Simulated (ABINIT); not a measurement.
# BaTe (Fm-3m): a self-consistent loop beyond G0W0, cycle by cycle

Wanted: G0W0 and self-consistent gaps of BaTe (Fm-3m), with the cost of the cycles.

Main program and level: ABINIT 10.8.3; PBE and many-body steps on it, plane waves.

This is a report of a sequence of runs, with most program output left out.

The database entry behind the starting cell differs from later determinations by our own check (about 0.2 % short), so it need not match the best structure at ambient conditions.

## Step 1: The structure

Symmetry: Fm-3m, No. 225, cubic system. The conventional cell has a = 6.986 Å, b = 6.986 Å, c = 6.986 Å, α = 90.00°, β = 90.00°, γ = 90.00°. Nearest to Ba lie 6 Te at 3.49 Å. Nearest to Te lie 6 Ba at 3.49 Å. Farther neighbours and most contacts between anions are not listed.

The cell and positions come from the Crystallography Open Database and are kept as given unless a step says otherwise. Spin-orbit coupling is left out unless a step names it.

## Step 2: Empty states on the mesh, 2×2×2 mesh, 79 bands

This step: ABINIT 10.8.3; DFT, PBE, plane waves, norm-conserving pseudopotentials.

The sums over transitions need many empty states on a uniform mesh; this step solves for them.

Contents of run.abi:

```
acell 3*1.0 Angstrom
rprim 
  -0.000000000000 3.493000000000 3.493000000000
  3.493000000000 -0.000000000000 3.493000000000
  3.493000000000 3.493000000000 -0.000000000000
ntypat 2
znucl 56 52
natom 2
typat 1 2
xred 
  0.000000000000 0.000000000000 0.000000000000
  0.500000000000 0.500000000000 0.500000000000
pp_dirpath "pseudos"
pseudos "Ba.upf, Te.upf"
ecut 39
ngkpt 2 2 2
nshiftk 1
shiftk 0 0 0
kptopt 1
chksymbreak 0
iscf -2
irdden 1
istwfk *1
nband 79
nbdbuf 6
tolwfr 1e-09
nstep 60
prtvol 0
indata_prefix "in"
outdata_prefix "out"
tmpdata_prefix "tmp"
```

Started as:

```sh
> OMP_NUM_THREADS=1 mpirun -n 4 abinit run.abi > log
```

Elapsed: 20 s, on 4 MPI ranks of Arm Neoverse V1, shared host; peak memory 0.32 GiB.

Numbers from this step:

```
gap                                                           : 1.593 eV
k of the valence top                                          : 0, 0, 0
k of the conduction bottom                                    : 0.5, 0.5, 0
least direct gap                                              : 1.946 eV
k points computed                                             : 3
lowest point of the top converged band, above the valence top : 31.28 eV
```

On this mesh the gap is 1.593 eV.

The density comes from a self-consistent run that is not shown.

## Step 3: Screening, 2×2×2 mesh, 73 bands, screening to 106.1 eV

The RPA dielectric matrix is built and inverted for each q.

This step: RPA screening on PBE, plane waves, norm-conserving pseudopotentials.

Edit run.abi of step 2 so:

```diff
@@ -20,10 +20,11 @@
 chksymbreak 0
-iscf -2
-irdden 1
 istwfk *1
-nband 79
-nbdbuf 6
-tolwfr 1e-09
-nstep 60
-prtvol 0
+occopt 1
+irdwfk 1
+optdriver 3
+nband 73
+ecuteps 3.9
+inclvkb 2
+awtr 1
+symchi 1
 indata_prefix "in"
```

The job ended after 7.9 s (4 MPI ranks; peak memory 0.75 GiB; 31 s of CPU time).

This step gave:

```yaml
eps_infinity_with_local_fields_on_this_mesh_along_the_program_s_q_direction: 10.99
the_same_without_local_fields: 13.32
plasma_frequency: 23.45 eV
plane_waves_in_the_screening_matrix: 181
```

Local fields lower ε∞ by 17 %. On a Γ-centred mesh this coarse the value itself is usually too large, while a short band sum pulls it down.

## Step 4: G0W0

The self-energy is evaluated for the states that the input lists, and the levels follow from it, in one-shot runs by the linearised quasiparticle equation.

This step: G0W0 on PBE, plane waves, norm-conserving pseudopotentials.

Edit run.abi of step 3 so:

```diff
@@ -23,8 +23,17 @@
 irdwfk 1
-optdriver 3
+optdriver 4
 nband 73
+gwcalctyp 0
+ecutsigx 39
+symsigma 1
+nkptgw 2
+kptgw 
+  0.0000000000 0.0000000000 0.0000000000
+  0.5000000000 0.5000000000 0.0000000000
+bdgw 
+  15 21
+  16 19
 ecuteps 3.9
-inclvkb 2
-awtr 1
-symchi 1
+irdscr 1
+ppmodel 1
 indata_prefix "in"
```

Wall time 5.5 s (4 MPI ranks); peak memory 0.7 GiB; 22 s of CPU time.

Numbers from this step:

- G0W0 gap on the points computed: 2.085 eV
- starting gap on the mesh: 1.593 eV
- k of the valence top: 0, 0, 0
- k of the conduction bottom: 0.5, 0.5, 0
- Z at the valence top: 0.803
- Z at the conduction bottom: 0.819
- least direct G0W0 gap on the computed points: 2.518 eV

The gap on the mesh goes from 1.59 eV to 2.08 eV, a correction of +0.49 eV.

## Step 5: evGW0, cycle 1

This step: evGW0 on PBE, plane waves, norm-conserving pseudopotentials.

Edit run.abi of step 4 so:

```diff
@@ -25,12 +25,14 @@
 nband 73
-gwcalctyp 0
+gwcalctyp 10
 ecutsigx 39
 symsigma 1
-nkptgw 2
+nkptgw 3
 kptgw 
   0.0000000000 0.0000000000 0.0000000000
+  0.5000000000 0.0000000000 0.0000000000
   0.5000000000 0.5000000000 0.0000000000
 bdgw 
-  15 21
-  16 19
+  14 21
+  14 21
+  14 21
 ecuteps 3.9
```

Wall time 8.6 s (4 MPI ranks); peak memory 0.9 GiB.

Numbers from this step:

```yaml
quasiparticle_gap_on_the_points_computed: 2.196 eV
gap_of_the_density_functional_on_the_mesh: 1.593 eV
k_of_the_valence_top: 0, 0, 0
k_of_the_conduction_bottom: 0.5, 0.5, 0
z_at_the_valence_top: 0.803
z_at_the_conduction_bottom: 0.819
least_direct_quasiparticle_gap_on_the_computed_points: 2.647 eV
```

Against G0W0 in ABINIT (2×2×2 mesh, 73 bands, screening to 106.1 eV, Godby-Needs plasmon pole), the gap moves by +0.111 eV. This first cycle still uses the starting levels; it takes the full correction, at all points of the mesh, and its linearised value is 2.085 eV.

## Step 6: evGW0, cycle 2

The corrected levels of the last cycle go back in.

Edit run.abi of step 5 so:

```diff
@@ -40,2 +40,3 @@
 ppmodel 1
+irdqps 1
 indata_prefix "in"
```

The job ended after 8.7 s (4 MPI ranks; peak memory 0.9 GiB; 35 s of CPU time).

Numbers from this step:

```
quasiparticle gap on the points computed              : 2.163 eV
gap of the density functional on the mesh             : 1.593 eV
k of the valence top                                  : 0, 0, 0
k of the conduction bottom                            : 0.5, 0.5, 0
least direct quasiparticle gap on the computed points : 2.601 eV
```

Against the cycle before, the gap moves by −0.033 eV.

## Step 7: evGW0, cycle 3

run.abi is that of step 6.

Wall time 8.8 s (4 MPI ranks); peak memory 0.9 GiB; 35 s of CPU time.

Numbers from this step:

- quasiparticle gap on the points computed: 2.168 eV
- gap of the density functional on the mesh: 1.593 eV
- k of the valence top: 0, 0, 0
- k of the conduction bottom: 0.5, 0.5, 0
- least direct quasiparticle gap on the computed points: 2.608 eV

Against the cycle before, the gap moves by +0.005 eV.

## Step 8: Screening, 2×2×2 mesh, 73 bands, screening to 106.1 eV

This step: RPA screening on PBE, plane waves, norm-conserving pseudopotentials.

Edit run.abi of step 7 so:

```diff
@@ -23,20 +23,13 @@
 irdwfk 1
-optdriver 4
+optdriver 3
 nband 73
+ecuteps 3.9
+inclvkb 2
+awtr 1
+symchi 1
 gwcalctyp 10
-ecutsigx 39
-symsigma 1
-nkptgw 3
-kptgw 
-  0.0000000000 0.0000000000 0.0000000000
-  0.5000000000 0.0000000000 0.0000000000
-  0.5000000000 0.5000000000 0.0000000000
-bdgw 
-  14 21
-  14 21
-  14 21
-ecuteps 3.9
-irdscr 1
-ppmodel 1
-irdqps 1
+mbpt_sciss 0.737 eV
+nqptdm 1
+qptdm 
+  0 0 0
 indata_prefix "in"
```

The job ended after 6.5 s (4 MPI ranks; peak memory 0.75 GiB; 26 s of CPU time).

Numbers from this step:

* ε∞ with local fields, on this mesh, along the program's q direction: 9.224
* the same without local fields: 10.91
* plasma frequency: 23.45 eV
* plane waves in the screening matrix: 181

This screening uses the functional's bands under a rigid shift, the mean opening of the cycle before.

## Step 9: Screening, 2×2×2 mesh, 73 bands, screening to 106.1 eV

This step: RPA screening on PBE from quasiparticle energies, plane waves, norm-conserving pseudopotentials.

Edit run.abi of step 8 so:

```diff
@@ -29,7 +29,8 @@
 symchi 1
+irdqps 1
 gwcalctyp 10
-mbpt_sciss 0.737 eV
-nqptdm 1
+nqptdm 2
 qptdm 
-  0 0 0
+  0.5000000000 0.0000000000 0.0000000000
+  0.5000000000 0.5000000000 0.0000000000
 indata_prefix "in"
```

Contents of mrgscr.stdin:

```
2
merged
q0_SCR
out_SCR
1
```

Started as:

```sh
> OMP_NUM_THREADS=1 mpirun -n 4 abinit run.abi > log; mrgscr < mrgscr.stdin
```

Wall time 4.7 s (4 MPI ranks); peak memory 0.63 GiB.

Numbers from this step:

| Quantity | Value |
| --- | --- |
| plasma frequency | 23.45 eV |
| plane waves in the screening matrix | 181 |

This screening reads the quasiparticle levels of the cycle before.

## Step 10: evGW, cycle 1

This step: evGW on PBE, plane waves, norm-conserving pseudopotentials.

Edit run.abi of step 9 so:

```diff
@@ -23,14 +23,20 @@
 irdwfk 1
-optdriver 3
+optdriver 4
 nband 73
-ecuteps 3.9
-inclvkb 2
-awtr 1
-symchi 1
-irdqps 1
 gwcalctyp 10
-nqptdm 2
-qptdm 
+ecutsigx 39
+symsigma 1
+nkptgw 3
+kptgw 
+  0.0000000000 0.0000000000 0.0000000000
   0.5000000000 0.0000000000 0.0000000000
   0.5000000000 0.5000000000 0.0000000000
+bdgw 
+  14 21
+  14 21
+  14 21
+ecuteps 3.9
+irdscr 1
+ppmodel 1
+irdqps 1
 indata_prefix "in"
```

Started as:

```sh
> OMP_NUM_THREADS=1 mpirun -n 4 abinit run.abi > log
```

The job ended after 8.8 s (4 MPI ranks; peak memory 0.9 GiB).

This step gave:

| Quantity | Value |
| --- | --- |
| quasiparticle gap on the points computed | 2.288 eV |
| gap of the density functional on the mesh | 1.593 eV |
| k of the valence top | 0, 0, 0 |
| k of the conduction bottom | 0.5, 0.5, 0 |
| least direct quasiparticle gap on the computed points | 2.726 eV |

Against G0W0 in ABINIT (2×2×2 mesh, 73 bands, screening to 106.1 eV, Godby-Needs plasmon pole), the gap moves by +0.203 eV.

## Step 11: Screening, 2×2×2 mesh, 73 bands, screening to 106.1 eV

This step: RPA screening on PBE, plane waves, norm-conserving pseudopotentials.

Edit run.abi of step 10 so:

```diff
@@ -23,20 +23,13 @@
 irdwfk 1
-optdriver 4
+optdriver 3
 nband 73
+ecuteps 3.9
+inclvkb 2
+awtr 1
+symchi 1
 gwcalctyp 10
-ecutsigx 39
-symsigma 1
-nkptgw 3
-kptgw 
-  0.0000000000 0.0000000000 0.0000000000
-  0.5000000000 0.0000000000 0.0000000000
-  0.5000000000 0.5000000000 0.0000000000
-bdgw 
-  14 21
-  14 21
-  14 21
-ecuteps 3.9
-irdscr 1
-ppmodel 1
-irdqps 1
+mbpt_sciss 0.850 eV
+nqptdm 1
+qptdm 
+  0 0 0
 indata_prefix "in"
```

The job ended after 6.5 s (4 MPI ranks; peak memory 0.75 GiB).

This step gave:

```
ε∞ with local fields, on this mesh, along the program's q direction : 9.015
the same without local fields                                       : 10.63
plasma frequency                                                    : 23.45 eV
plane waves in the screening matrix                                 : 181
```

This screening uses the functional's bands under a rigid shift, the mean opening of the cycle before.

## Step 12: Screening, 2×2×2 mesh, 73 bands, screening to 106.1 eV

This step: RPA screening on PBE from quasiparticle energies, plane waves, norm-conserving pseudopotentials.

Edit run.abi of step 11 so:

```diff
@@ -29,7 +29,8 @@
 symchi 1
+irdqps 1
 gwcalctyp 10
-mbpt_sciss 0.850 eV
-nqptdm 1
+nqptdm 2
 qptdm 
-  0 0 0
+  0.5000000000 0.0000000000 0.0000000000
+  0.5000000000 0.5000000000 0.0000000000
 indata_prefix "in"
```

mrgscr.stdin is that of step 9.

Started as:

```sh
> OMP_NUM_THREADS=1 mpirun -n 4 abinit run.abi > log; mrgscr < mrgscr.stdin
```

The job ended after 4.8 s (4 MPI ranks; peak memory 0.62 GiB; 19 s of CPU time).

This step gave:

```
plasma frequency                    : 23.45 eV
plane waves in the screening matrix : 181
```

This screening reads the quasiparticle levels of the cycle before.

## Step 13: evGW, cycle 2

This step: evGW on PBE, plane waves, norm-conserving pseudopotentials.

Edit run.abi of step 12 so:

```diff
@@ -23,14 +23,20 @@
 irdwfk 1
-optdriver 3
+optdriver 4
 nband 73
-ecuteps 3.9
-inclvkb 2
-awtr 1
-symchi 1
-irdqps 1
 gwcalctyp 10
-nqptdm 2
-qptdm 
+ecutsigx 39
+symsigma 1
+nkptgw 3
+kptgw 
+  0.0000000000 0.0000000000 0.0000000000
   0.5000000000 0.0000000000 0.0000000000
   0.5000000000 0.5000000000 0.0000000000
+bdgw 
+  14 21
+  14 21
+  14 21
+ecuteps 3.9
+irdscr 1
+ppmodel 1
+irdqps 1
 indata_prefix "in"
```

Started as:

```sh
> OMP_NUM_THREADS=1 mpirun -n 4 abinit run.abi > log
```

Elapsed: 8.7 s, on 4 MPI ranks; peak memory 0.9 GiB.

This step gave:

| Item | Value |
| --- | --- |
| quasiparticle gap on the points computed | 2.3 eV |
| gap of the density functional on the mesh | 1.593 eV |
| k of the valence top | 0, 0, 0 |
| k of the conduction bottom | 0.5, 0.5, 0 |
| least direct quasiparticle gap on the computed points | 2.739 eV |

Against the cycle before, the gap moves by +0.012 eV.

## Step 14: Screening, 2×2×2 mesh, 73 bands, screening to 106.1 eV

This step: RPA screening on PBE, plane waves, norm-conserving pseudopotentials.

Edit run.abi of step 13 so:

```diff
@@ -23,20 +23,13 @@
 irdwfk 1
-optdriver 4
+optdriver 3
 nband 73
+ecuteps 3.9
+inclvkb 2
+awtr 1
+symchi 1
 gwcalctyp 10
-ecutsigx 39
-symsigma 1
-nkptgw 3
-kptgw 
-  0.0000000000 0.0000000000 0.0000000000
-  0.5000000000 0.0000000000 0.0000000000
-  0.5000000000 0.5000000000 0.0000000000
-bdgw 
-  14 21
-  14 21
-  14 21
-ecuteps 3.9
-irdscr 1
-ppmodel 1
-irdqps 1
+mbpt_sciss 0.862 eV
+nqptdm 1
+qptdm 
+  0 0 0
 indata_prefix "in"
```

Elapsed: 6.6 s, on 4 MPI ranks; peak memory 0.75 GiB.

Numbers from this step:

| Quantity | Value |
| --- | --- |
| ε∞ with local fields, on this mesh, along the program's q direction | 8.994 |
| the same without local fields | 10.60 |
| plasma frequency | 23.45 eV |
| plane waves in the screening matrix | 181 |

This screening uses the functional's bands under a rigid shift, the mean opening of the cycle before.

## Step 15: Screening, 2×2×2 mesh, 73 bands, screening to 106.1 eV

This step: RPA screening on PBE from quasiparticle energies, plane waves, norm-conserving pseudopotentials.

Edit run.abi of step 14 so:

```diff
@@ -29,7 +29,8 @@
 symchi 1
+irdqps 1
 gwcalctyp 10
-mbpt_sciss 0.862 eV
-nqptdm 1
+nqptdm 2
 qptdm 
-  0 0 0
+  0.5000000000 0.0000000000 0.0000000000
+  0.5000000000 0.5000000000 0.0000000000
 indata_prefix "in"
```

mrgscr.stdin is that of step 12.

Started as:

```sh
> OMP_NUM_THREADS=1 mpirun -n 4 abinit run.abi > log; mrgscr < mrgscr.stdin
```

It took 4.8 s on 4 MPI ranks; peak memory 0.62 GiB; 19 s of CPU time.

Numbers from this step:

| Property | Result |
| --- | --- |
| plasma frequency | 23.45 eV |
| plane waves in the screening matrix | 181 |

This screening reads the quasiparticle levels of the cycle before.

## Step 16: evGW, cycle 3

This step: evGW on PBE, plane waves, norm-conserving pseudopotentials.

Edit run.abi of step 15 so:

```diff
@@ -23,14 +23,20 @@
 irdwfk 1
-optdriver 3
+optdriver 4
 nband 73
-ecuteps 3.9
-inclvkb 2
-awtr 1
-symchi 1
-irdqps 1
 gwcalctyp 10
-nqptdm 2
-qptdm 
+ecutsigx 39
+symsigma 1
+nkptgw 3
+kptgw 
+  0.0000000000 0.0000000000 0.0000000000
   0.5000000000 0.0000000000 0.0000000000
   0.5000000000 0.5000000000 0.0000000000
+bdgw 
+  14 21
+  14 21
+  14 21
+ecuteps 3.9
+irdscr 1
+ppmodel 1
+irdqps 1
 indata_prefix "in"
```

Started as:

```sh
> OMP_NUM_THREADS=1 mpirun -n 4 abinit run.abi > log
```

It took 8.8 s on 4 MPI ranks; peak memory 0.9 GiB; 35 s of CPU time.

Numbers from this step:

| Property | Result |
| --- | --- |
| quasiparticle gap on the points computed | 2.301 eV |
| gap of the density functional on the mesh | 1.593 eV |
| k of the valence top | 0, 0, 0 |
| k of the conduction bottom | 0.5, 0.5, 0 |
| least direct quasiparticle gap on the computed points | 2.74 eV |

Against the cycle before, the gap moves by +0.001 eV.

## Step 17: Side by side

Times are wall times on 4 MPI ranks of Arm Neoverse V1, shared host, good to a factor of about two. A run's time includes the screening step that it read.

| run | mesh | bands | screening cutoff (eV) | DFT gap (eV) | gap on the mesh (eV) | direct (eV) | ε∞ used | time |
| --- | --- | --- | --- | --- | --- | --- | --- | --- |
| G0W0 | 2×2×2 | 73 | 106.1 | 1.593 | 2.085 | 2.518 | 10.99 | 13 s |
| evGW0, cycle 1 | 2×2×2 | 73 | 106.1 | 1.593 | 2.196 | 2.647 | 10.99 | 17 s |
| evGW0, cycle 2 | 2×2×2 | 73 | 106.1 | 1.593 | 2.163 | 2.601 | 10.99 | 17 s |
| evGW0, cycle 3 | 2×2×2 | 73 | 106.1 | 1.593 | 2.168 | 2.608 | 10.99 | 17 s |
| evGW, cycle 1 | 2×2×2 | 73 | 106.1 | 1.593 | 2.288 | 2.726 | 9.22 | 20 s |
| evGW, cycle 2 | 2×2×2 | 73 | 106.1 | 1.593 | 2.300 | 2.739 | 9.02 | 20 s |
| evGW, cycle 3 | 2×2×2 | 73 | 106.1 | 1.593 | 2.301 | 2.740 | 8.99 | 20 s |

## Step 18: Outcome

```yaml
g0w0: 2.085 eV
evgw0_cycle_1: 2.196 eV
evgw0_cycle_2: 2.163 eV
evgw0_cycle_3: 2.168 eV
evgw_cycle_1: 2.288 eV
evgw_cycle_2: 2.300 eV
evgw_cycle_3: 2.301 eV
known_limits: not at the basis limit; no spin-orbit coupling; coarse k mesh
```

In words: Only the bands that the input lists are updated; the others, empty or deep, keep the functional's energies or take a rigid shift. The evGW loop starts from the last levels of evGW0, so its cycles and time come on top of those. evGW0 ends at 2.17 eV, +0.08 eV from G0W0, after 3 cycles that took 26 s beside the first screening; the last moved the gap by 0.005 eV. evGW ends at 2.30 eV, +0.22 eV from G0W0, after 3 cycles that took 60 s beside the first screening; the last moved the gap by 0.001 eV. The first cycle of evGW0 takes the full correction, without the factor Z, so it overshoots the one-shot value. Bands and cutoff are finite, so the gap is not at the basis limit. The miss can reach some tenths of an eV and take either sign; the mesh is an error of its own. In the G0W0 runs levels were corrected at 2 k points alone, so a gap called «on the mesh» is the least over those, and an edge elsewhere would be missed. The 2×2×2 mesh is coarse for this cell, which bears on the long-range parts of exchange and screening. In the updated screening the q = 0 part is built from Kohn-Sham bands under a rigid shift, the other q from the quasiparticle levels. The many-body steps are scalar-relativistic: spin-orbit coupling is not in them.

[Paths, hosts, dates, memory and timing lines, banners, echoed tables and standing remarks are left out of the program output.]

[Logs are printed without paths, hosts, clocks, repeated set-up lines and the standing remarks that a program may print on its own settings, such as how far it seeks lower states.]

[Runs of the session that timed out or met a known fault of the program may be left out.]

[Hosts, paths, dates, database ids (printed as entryN), source tags and the programs' standing remarks are cut or masked in the printed files.]

[G0W0 gaps are taken among the corrected bands and points alone; a level outside them can change the order at an edge.]

[Where Ansatz stands beside ABINIT at settings called matched, ABINIT's density can come from a denser mesh and the files from another edition; pairs whose starting gaps differed by over 0.03 eV were left out, so agreement reads better than it is.]
